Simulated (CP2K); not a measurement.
## Mo: band structure with PBEsol

Mo:

```xyz
1
Lattice="2.7432 0.0000 0.0000 -0.9144 2.5863 0.0000 -0.9144 -1.2932 2.2398" Properties=species:S:1:pos:R:3 pbc="T T T"
Mo    0.0000    0.0000    0.0000
```

```
Program                                : CP2K 2026.2
Task                                   : band structure
Functional                             : PBEsol
Potentials or basis                    : POTENTIAL_UZH Mo GTH-PBE-q14; TZVP-MOLOPT-PBE-GTH basis
Density cutoff                         : 6123 eV
k mesh                                 : 12 × 12 × 12
Occupations                            : fermi-dirac, width 0.05 eV
Spin                                   : no spin polarisation
SCF solver                             : diagonalisation with k points
Quickstep method                       : GPW
EPS_DEFAULT                            : 1.0E-9
EPS_SCF                                : 1.0E-6
MAX_SCF                                : 100
SCF_GUESS                              : ATOMIC
k points reduced by the point group    : yes
Mesh centred on Gamma                  : yes
CHOLESKY                               : OFF
EPS_EIGVAL                             : 1.0E-7
MIXING METHOD                          : BROYDEN_MIXING
MIXING ALPHA                           : 0.4
NBUFFER                                : 8
NGRIDS                                 : 5
Basis sets                             : Mo TZVP-MOLOPT-PBE-GTH-q14
Potentials                             : Mo GTH-PBE-q14 of POTENTIAL_UZH
ADDED_MOS                              : [11]
Points a segment of the path (NPOINTS) : 10
Bands added on the path                : 2
REL_CUTOFF (Ry)                        : 60 Ry
MIXING BETA (1/bohr)                   : 1.5 1/bohr
CUTOFF of the grids                    : 450 Ry
```

The pressure is -7.0 GPa. The band gap on the k mesh is none (metal or under the smearing width).

Levels at the corners of the path, in eV from the Fermi level:
```csv
point,band 5,band 6,band 7,band 8,band 9,band 10
Γ,-7.18,-1.31,-1.31,-1.31,1.70,1.70
H,-5.37,-5.37,4.07,4.07,4.07,9.11
N,-5.26,-3.34,1.68,1.73,2.35,4.82
Γ,-7.18,-1.31,-1.31,-1.31,1.70,1.70
P,-2.55,-2.55,-2.55,2.47,2.47,9.40
H,-5.37,-5.37,4.07,4.07,4.07,9.11
P,-2.55,-2.55,-2.55,2.47,2.47,9.40
N,-5.26,-3.34,1.68,1.73,2.35,4.82
```

Run time: 87 s on 2 threads of Arm Neoverse V1, with other jobs on the host, peak memory 0.29 GiB.

Caveat: the potentials were made for another functional, which shifts forces and pressure; the basis of atomic orbitals isn't converged, which shifts pressures, moduli and gaps.
